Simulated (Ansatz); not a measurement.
All numbers below come from Ansatz 0.2.0, DFT PBE, scalar-relativistic, plane waves, PAW.

Plane waves to 420 eV, a k mesh through Γ of 14×14×10 on the computed 3-atom cell and Gaussian smearing (0.10 eV); no spin polarisation.

Structure with the computed forces (eV/Å) in the last three columns:

```xyz
3
Lattice="3.0261 -0.0309 -0.0143 -1.5398 2.6669 0.0000 -0.0163 -0.0094 3.4873" Properties=species:S:1:pos:R:3:forces:R:3 pbc="T T T" pressure_GPa=5.28
Mg    0.0062   -0.0108    0.0000   -0.0470    0.0810    0.0000
B    -0.0366    1.7640    1.7726    0.2280    0.0780   -0.6520
B     1.5004    0.8734    1.7004   -0.1820   -0.1590    0.6520
```

Stress tensor (GPa, compression positive):

```
8.77 4.61 0.85
4.61 3.44 0.49
0.85 0.49 3.61
```